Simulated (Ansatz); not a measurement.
A run of Ansatz 0.2.0 is set up as follows.

The input input.yaml:

```yaml
crystal:
  lattice:
    - [0.0, 2.211323, 2.211323]
    - [2.211323, 0.0, 2.211323]
    - [2.211323, 2.211323, 0.0]
  atoms:
    - { symbol: Ta, position: [0.5, 0.5, 0.5] }
    - { symbol: "N", position: [0.0, 0.0, 0.0] }
kpoints:
  mp_grid: { grid: [10, 10, 10] }
scf:
  occupations: { method: fermi_dirac, width: 0.05 }
hamiltonian:
  xc: revpbe
  dispersion: d3bj
  pseudopotentials: { kind: all_electron, lapw: { basis_error: 0.001 } }
output:
  forces: true
  stress: true
relax:
  f_tol: 0.005
  max_steps: 60
  cell: {}
```

Potentials or basis: all-electron LAPW, scalar-relativistic.

The run is started by

```sh
$ ansatz run input.yaml --threads 1 --pin off --max-ram 3072MiB --backend cpu --events-out ev --progress --plain --runs-dir out
```

Q: Predict the space group after relaxing (to 0.05 Å).

A: Fm-3m (No. 225).

Q: What does it give for the relaxed cell?

A: a = 3.091 Å, b = 3.091 Å, c = 3.091 Å, α = 60.00°, β = 60.00°, γ = 60.00°.

Final structure:
```yaml
crystal:
  lattice:
    - [0.00000, 2.18563, 2.18563]
    - [2.18563, 0.00000, 2.18563]
    - [2.18563, 2.18563, 0.00000]
  atoms:
    - { symbol: Ta, position: [0.50000, 0.50000, 0.50000] }
    - { symbol: N, position: [0.00000, 0.00000, 0.00000] }
```

The run has no spin-orbit coupling, so splittings on Ta are missing.
